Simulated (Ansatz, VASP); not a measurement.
# Cross-check of C between VASP and Ansatz, part 2 of 2

Aim: how closely do two programs agree when they are given the same cell, functional and k mesh? The structure shown is the start of the Ansatz relaxation below; VASP solves that cell, so the two are compared at the walk's first step.

VASP 6.6.1 and Ansatz 0.2.0.

So far: Set-up; Ansatz: relaxation, PBEsol with D3(BJ); VASP: single point, PBEsol with D3(BJ), start cell; Side by side; Further runs; Ansatz: relaxation, RPBE with D3(BJ).

### Step 7. VASP: single point, RPBE with D3(BJ), start cell

Level of this step: RPBE with D3(BJ); plane waves and PAW (C) (VASP).

The same cell, functional, mesh and smearing now go to VASP, with its own data sets.

INCAR reads:

```
SYSTEM = C
PREC = Accurate
ENCUT = 520
EDIFF = 1E-06
NELM = 120
ISMEAR = -1
SIGMA = 0.05
LREAL = .FALSE.
ALGO = Normal
GGA = RP
IVDW = 12
NBANDS = 18
LORBIT = 11
LWAVE = .FALSE.
LCHARG = .FALSE.
ISIF = 2
LASPH = .TRUE.
GGA_COMPAT = .FALSE.
KPAR = 2
```

POSCAR reads:

```
C
1.0
    2.4560000000      0.0000000000      0.0000000000
   -1.2280000000      2.1269580000      0.0000000000
    0.0000000000      0.0000000000     22.6960000000
C
6
Direct
    0.0000000000      0.0000000000      0.6475149806
    0.6666666667      0.3333333333      0.6475149806
    0.0000000000      0.0000000000      0.5000000000
    0.3333333333      0.6666666667      0.5000000000
    0.0000000000      0.0000000000      0.3524850194
    0.6666666667      0.3333333333      0.3524850194
```

KPOINTS reads:

```
Automatic mesh
0
Gamma
24 24 1
0 0 0
```

The projector-augmented-wave data sets are C (PBE family, release 64).

Started as:

```sh
$ mpirun -np 2 vasp_std
```

Numbers of over 12 decimals in the logs are rounded to 6 here.

The program printed:

```text
[banner, memory and clock lines left out]
running    2 mpi-ranks, on    1 nodes
[...]
[... a notice as in an earlier step ...]

 LDA part: xc-table for (Slater+PW92), standard interpolation
 POSCAR, INCAR and KPOINTS ok, starting setup
[...]
entering main loop
       N       E                     dE             d eps       ncg     rms          rms(c)
DAV:   1     0.164763686667E+03    0.16476E+03   -0.11082E+04  2204   0.111E+03
DAV:   2    -0.419144843043E+02   -0.20668E+03   -0.19688E+03  3100   0.252E+02
DAV:   3    -0.559955124217E+02   -0.14081E+02   -0.14033E+02  2596   0.761E+01
DAV:   4    -0.562504126272E+02   -0.25490E+00   -0.25458E+00  3234   0.121E+01
[...]
DAV:  18    -0.527454796094E+02   -0.10351E-04   -0.25198E-07  2056   0.300E-03    0.430E-04
DAV:  19    -0.527454821154E+02   -0.25060E-05   -0.92557E-08  2034   0.162E-03    0.214E-04
DAV:  20    -0.527454825088E+02   -0.39343E-06   -0.72006E-09  2048   0.590E-04
   1 F= -.55314993E+02 E0= -.55314514E+02  d E =-.958857E-03
```

Parts of OUTCAR (step 7):

```text
 Edisp (eV)   -2.56951

  Total       2.96335     2.96335    -0.17364     0.00000    -0.00000     0.00000
  in kB      40.04575    40.04574    -2.34655     0.00000    -0.00000     0.00000
  external pressure =       25.91 kB  Pullay stress =        0.00 kB

 POSITION                                       TOTAL-FORCE (eV/Angst)
 -----------------------------------------------------------------------------------
      0.00000      0.00000     14.69600        -0.000000      0.000000     -0.016910
      1.22800      0.70899     14.69600        -0.000000     -0.000000     -0.003389
      0.00000      0.00000     11.34800        -0.000000      0.000000     -0.000000
     -0.00000      1.41797     11.34800         0.000000     -0.000000     -0.000000
      0.00000      0.00000      8.00000         0.000000      0.000000      0.016910
      1.22800      0.70899      8.00000         0.000000     -0.000000      0.003389
 -----------------------------------------------------------------------------------
    total drift:                               -0.000000      0.000000      0.000000

  FREE ENERGIE OF THE ION-ELECTRON SYSTEM (eV)
  ---------------------------------------------------
  free  energy   TOTEN  =       -55.3149933569 eV

  energy  without entropy=      -55.3140345002  energy(sigma->0) =      -55.31451393

[... 2 parts as in an earlier step ...]

[... 1 further part left out ...]
[key lines of the parts left out:]
E-fermi :  -0.1403
```

### Step 8. Side by side

With vacuum in the cell, a pressure given here is an average over mostly empty space and none of the material.

### Step 9. What the set-up changes

Further runs change the set-up of one program: Ansatz's method, potentials or start, or VASP's data sets, cutoff or form of LDA. The table gives that difference for each run.

```tsv
run	r.m.s. force difference (meV/Å)
as above	0.14
VASP with a cutoff of 600 eV (perhaps on Ansatz's relaxed cell)	0.37
```

### Step 10. Ansatz: relaxation, PBE with D3(BJ)

The two programs are compared at the cell with which this relaxation starts, whose forces are those of its first step.

The structure compared here is the start of the Ansatz relaxation; VASP solves that cell, so the two are compared at the walk's first step.

input.yaml reads:

```yaml
crystal:
  lattice:
    - [2.456, 0.0, 0.0]
    - [-1.228, 2.126958392, 0.0]
    - [0.0, 0.0, 22.696]
  atoms:
    - { symbol: C, position: [0.0, 0.0, 0.647514981] }
    - { symbol: C, position: [0.666666667, 0.333333333, 0.647514981] }
    - { symbol: C, position: [0.0, 0.0, 0.5] }
    - { symbol: C, position: [0.333333333, 0.666666667, 0.5] }
    - { symbol: C, position: [0.0, 0.0, 0.352485019] }
    - { symbol: C, position: [0.666666667, 0.333333333, 0.352485019] }
kpoints:
  mp_grid: { grid: [24, 24, 1] }
scf:
  occupations: { method: fermi_dirac, width: 0.05 }
  n_extra_bands: 8
hamiltonian:
  xc: pbe
  pseudopotentials: { kind: paw }
  dispersion: d3bj
output:
  forces: true
  write_potential: true
  volumetric_format: []
relax:
  f_tol: 0.01
  max_steps: 40
  cell: { fix: [c, alpha, beta] }
```

Started as:

```sh
$ ansatz run input.yaml --threads 4 --pin off --max-ram 8192MiB --backend cpu --events-out ev --progress --plain --runs-dir out
```

The program printed:

```text
[...]
Crystal: 6 atoms, lattice volume = 118.560 Å³
Basis set: ecut = 420 eV, 2253 PW (Γ), exchange–correlation on 36×36×320 points (8 copies of the dense FFT grid, shifted against one another)
Bands: 20, of which v1, the nominal top of the filled ones, is band 12 counted from 1 (11 counted from 0)
Symmetry: 12 space group operations
[...]
- [0.0, 0.0, 22.696]
  atoms:
    - { symbol: C, position: [-9.251858555775904e-18, 6.167905699542358e-18, 0.649595] }
    - { symbol: C, position: [0.666667, 0.333333, 0.649611] }
    - { symbol: C, position: [-9.25185855577591e-18, 6.167905699542372e-18, 0.500000] }
    - { symbol: C, position: [0.333333, 0.666667, 0.500000] }
    - { symbol: C, position: [-9.251858555775894e-18, 6.167905699542362e-18, 0.350405] }
    - { symbol: C, position: [0.666667, 0.333333, 0.350389] }
[key lines of the parts left out:]
SCF converged after 5 iterations
Free energy (F): -1506.390501 eV
Fermi energy:    0.719775 eV
P = ⅓ Tr σ = -0.0018 GPa (-0.018 kbar)
```

### Step 11. VASP: single point, PBE with D3(BJ), start cell

The same cell, functional, mesh and smearing now go to VASP, with its own data sets.

INCAR: that of step 7 with these lines changed.

```diff
@@ -9,3 +9,3 @@
 ALGO = Normal
-GGA = RP
+GGA = PE
 IVDW = 12
```

POSCAR is that of step 7.

KPOINTS is that of step 7.

Started as:

```sh
$ mpirun -np 2 vasp_std
```

The program printed:

```text
[banner, memory and clock lines left out]
running    2 mpi-ranks, on    1 nodes
[...]
LDA part: xc-table for (Slater+PW92), standard interpolation
 POSCAR, INCAR and KPOINTS ok, starting setup
[...]
entering main loop
       N       E                     dE             d eps       ncg     rms          rms(c)
DAV:   1     0.162713755373E+03    0.16271E+03   -0.11089E+04  2204   0.111E+03
DAV:   2    -0.444953371809E+02   -0.20721E+03   -0.19748E+03  3090   0.252E+02
DAV:   3    -0.587863742735E+02   -0.14291E+02   -0.14241E+02  2612   0.768E+01
DAV:   4    -0.590461972614E+02   -0.25982E+00   -0.25949E+00  3202   0.122E+01
[...]
DAV:  18    -0.552873752849E+02   -0.11242E-04   -0.34072E-07  2250   0.247E-03    0.984E-04
DAV:  19    -0.552873789800E+02   -0.36950E-05   -0.82303E-08  1956   0.148E-03    0.310E-04
DAV:  20    -0.552873791397E+02   -0.15971E-06   -0.46226E-09  2202   0.482E-04
   1 F= -.56079324E+02 E0= -.56078844E+02  d E =-.960391E-03
```

OUTCAR, selected parts (step 11):

```text
 Edisp (eV)   -0.79195

  Total       1.84984     1.84983     0.06443    -0.00000     0.00000     0.00000
  in kB      24.99810    24.99809     0.87066    -0.00000     0.00000     0.00000
  external pressure =       16.96 kB  Pullay stress =        0.00 kB

 POSITION                                       TOTAL-FORCE (eV/Angst)
 -----------------------------------------------------------------------------------
      0.00000      0.00000     14.69600        -0.000000      0.000000      0.000396
      1.22800      0.70899     14.69600        -0.000000     -0.000000      0.014282
      0.00000      0.00000     11.34800         0.000000      0.000000      0.000000
     -0.00000      1.41797     11.34800         0.000000     -0.000000      0.000000
      0.00000      0.00000      8.00000        -0.000000      0.000000     -0.000396
      1.22800      0.70899      8.00000        -0.000000     -0.000000     -0.014282
 -----------------------------------------------------------------------------------
    total drift:                               -0.000000      0.000000      0.000000

  FREE ENERGIE OF THE ION-ELECTRON SYSTEM (eV)
  ---------------------------------------------------
  free  energy   TOTEN  =       -56.0793244908 eV

  energy  without entropy=      -56.0783640995  energy(sigma->0) =      -56.07884430

[... 2 parts as in an earlier step ...]

[... 1 further part left out ...]
[key lines of the parts left out:]
E-fermi :  -0.2582
```

### Step 12. Differences

With vacuum in the cell, a pressure given here is an average over mostly empty space and none of the material.

### Step 13. Outcome

| Item | Value |
| --- | --- |
| r.m.s. force difference (single point, PBEsol with D3(BJ), start cell) | 0.18 meV/Å |
| r.m.s. force difference (single point, RPBE with D3(BJ), start cell) | 0.14 meV/Å |
| r.m.s. force difference (single point, PBE with D3(BJ), start cell) | 0.11 meV/Å |

The r.m.s. force difference is 0.18 meV/Å (single point, PBEsol with D3(BJ), start cell), within the 12 meV/Å picked in this series as the mark of a large difference. Single point, PBEsol with D3(BJ), start cell, VASP with a cutoff of 600 eV (perhaps on Ansatz's relaxed cell): r.m.s. force difference goes from 0.18 to 0.3 meV/Å. Single point, RPBE with D3(BJ), start cell, VASP with a cutoff of 600 eV (perhaps on Ansatz's relaxed cell): r.m.s. force difference goes from 0.14 to 0.37 meV/Å. 3 further runs of this series are not shown here. Such differences can come from data sets, numerical settings and the points named under the comparisons, not from the functional's error against experiment.

[Lines on the potential files, build, host, timing and source positions are cut from VASP's logs without a mark.]

[Logs are printed without paths, hosts, clocks, repeated set-up lines and the standing remarks that a program may print on its own settings, such as how far it seeks lower states.]

[Hosts, paths, dates, database ids (printed as entryN), source tags and the programs' standing remarks are cut or masked in the printed files.]

[Rows of further runs with another cutoff or data set may stand on the cell that Ansatz relaxed, not on the start cell of the pair above them.]
